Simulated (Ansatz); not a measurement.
Computed with DFT PBE, scalar-relativistic, plane waves, PAW in Ansatz 0.2.0. All cells share a 420 eV cutoff and Γ-centred k meshes spaced at most about 0.3 Å⁻¹ (about 0.25 or finer for metals, 2π included). No spin polarisation.

These are static total energies at zero pressure.

Compare these two cells of Bi4Te3, each relaxed at this level.

A.

```
Bi Te
1.0
     8.99164    0.00000    0.00000
    -4.49582    7.78699    0.00000
     0.00000    0.00000    3.28781
Bi Te
4 3
Direct
  0.54040 0.45960 0.50000
  0.54040 0.08080 0.50000
  0.91920 0.45960 0.50000
  0.33333 0.66667 0.00000
  0.12047 0.87953 0.50000
  0.12047 0.24094 0.50000
  0.75906 0.87953 0.50000
```

B.

```
Bi Te
1.0
     5.85760    0.00000    0.00000
    -2.92880    5.07283    0.00000
     0.00000    0.00000   10.53662
Bi Te
4 3
Direct
  0.33333 0.66667 0.35183
  0.33333 0.66667 0.64817
  0.66667 0.33333 0.64817
  0.66667 0.33333 0.35183
  0.50000 0.00000 0.00000
  0.00000 0.50000 0.00000
  0.50000 0.50000 0.00000
```

Question: Which form is favoured at zero pressure, and by what margin per atom?

Answer: A is lower, by 158 meV/atom. A has space group P-6m2 (No. 187), 32.9 Å³/atom and no gap on its mesh; B has space group P6/mmm (No. 191), 44.7 Å³/atom and no gap. Counting Te atoms around Bi (those within 1.25 times the shortest such distance or 1.15 times the sum of covalent radii, 1.27 where that leaves under three; the shortest distance is added where it exceeds 1.18 times the sum of covalent radii; a slash parts the counts of unlike sites), A has Bi 2/6 from 3.7 Å and B has Bi 3 from 4.1 Å. B holds Te–Te nets (shortest 2.93 Å); in A the shortest Te–Te distance is 3.25 Å, near bonding range too. The denser one is the lower, and pressure would at first widen the difference. Even the lower one lies +0.13 eV/atom against the reference forms of the elements (uncorrected), so neither is stable at this level. In A, Bi on a site of symmetry mm2 is surrounded by 2 Te at 3.27 Å, 4 Bi at 3.29–3.41 Å and 2 Bi at 3.62 Å; around Bi on a site of symmetry -6m2 lie 2 Bi at 3.29 Å, 6 Bi at 3.62 Å and 6 Te at 3.70 Å; Te has 4 Te at 3.25–3.29 Å, 2 Bi at 3.27 Å and 2 Bi at 3.70 Å. In B, Bi is surrounded by 1 Bi at 3.12 Å and 3 Bi at 3.38 Å; Te has 4 Te at 2.93 Å. Both come from invented guesses. The lowest form computed isn't among them: it has space group R-3m (No. 166), 36.0 Å³/atom, is reached from a cell as deposited in COD and lies 0.30 eV/atom below the best shown.

No dispersion correction is applied, so the spacing and binding between layers, chains or molecules are poorly described (P6/mmm), and this can change margins and order among such cells. These runs have no spin–orbit coupling, which can matter for Bi and Te. Cells relaxed within their symmetry can be saddle points. Some types were kept out of the candidates beforehand, so the set may lack a known form.
